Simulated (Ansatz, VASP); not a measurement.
## Mg12O (a cell with a defect): VASP beside Ansatz

```xyz
13
Lattice="6.4200 0.0000 0.0000 -4.8150 8.3398 0.0000 0.0000 0.0000 5.2130" Properties=species:S:1:pos:R:3 pbc="T T T"
Mg    0.0130    0.0515    0.0464
Mg    0.0196    1.8518    2.6385
Mg   -1.5867    2.7424   -0.0029
Mg   -1.5986    4.6916    2.6196
Mg   -3.1674    5.5763   -0.0429
Mg   -3.1643    7.3896    2.6283
Mg    3.2008   -0.0580   -0.0093
Mg    3.1927    1.8833    2.6195
Mg    1.5838    2.7789   -0.0323
Mg    1.5872    4.5748    2.5537
Mg   -0.0471    5.5827   -0.0247
Mg   -0.0409    7.3968    2.6452
O    -1.6168    6.4605    3.9054
```

Alike in both runs: functional PBE; k mesh 3 × 2 × 3; occupations fermi-dirac, width 0.15 eV; no spin polarisation.

Ansatz relaxed the structure, and its values are those at the end. VASP's run is a single point on that final structure, the one shown.

```csv
,VASP,Ansatz
version,VASP 6.6.1,Ansatz 0.2.0
potentials or method,"VASP PAW PBE potentials, release 64 (Mg, O)","scalar-relativistic, plane waves, PAW"
plane-wave cutoff (eV),520,420
valence electrons in the cell,30,126
```

Ansatz gave:

| Quantity | Value |
| --- | --- |
| rms of the force components (eV/Å) | 0.016 |

Q: What did VASP give for the same quantities?

A: rms of the force components (eV/Å): 0.017.

The two sets of potentials don't hold the same shells in valence.

Caveats: the k mesh is coarse (spacing up to 0.40 Å⁻¹), so the values aren't converged.
